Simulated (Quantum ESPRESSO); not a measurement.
Crystal: W.

```xyz
4
Lattice="2.8097 0.0000 0.0000 0.0000 4.8639 0.0000 0.0000 0.0000 4.9237" Properties=species:S:1:pos:R:3 pbc="T T T"
W     2.2285    4.5567    3.6928
W     0.5811    2.1247    3.6928
W     0.5811    0.3072    1.2309
W     2.2285    2.7391    1.2309
```

This isn't the form of W at room conditions, which is bcc.

```yaml
Program: Quantum ESPRESSO 7.5
Task: single point
Functional: PBEsol
Potentials_or_basis: GBRV 1.5 PBEsol
Cutoff: 762 eV
Density_cutoff: 6095 eV
k_mesh: 9 × 6 × 6
Occupations: fermi-dirac, width 0.05 eV
Spin: no spin polarisation
```

On this cell: pressure -10.5 GPa; largest force 0.070 eV/Å; band gap on the k mesh none (metal or under the smearing width).

The same run follows on a disturbed copy (atoms moved at random, drawn with an rms of 0.05 Å):

```
W
1.0
     2.80966    0.00000    0.00000
     0.00000    4.86387    0.00000
     0.00000    0.00000    4.92370
W
4
Direct
  0.80404 0.92913 0.75151
  0.21170 0.43819 0.76138
  0.21701 0.05754 0.24791
  0.81267 0.56135 0.25130
```

Q: What does the disturbed cell give?

A: The energy (extrapolated to zero smearing) moves by +8.6 meV/atom; pressure -9.7 GPa; largest force 0.758 eV/Å; band gap on the k mesh none (metal or under the smearing width).

Forces in eV/Å, atoms in the order of the input:
```
W    0.000  0.519 -0.217
W    0.152 -0.435 -0.601
W    0.027  0.170  0.388
W   -0.178 -0.253  0.431
```

Stress tensor (GPa, compression positive):
```
 -9.52   0.38   0.46
  0.38  -9.67  -0.62
  0.46  -0.62 -10.02
```
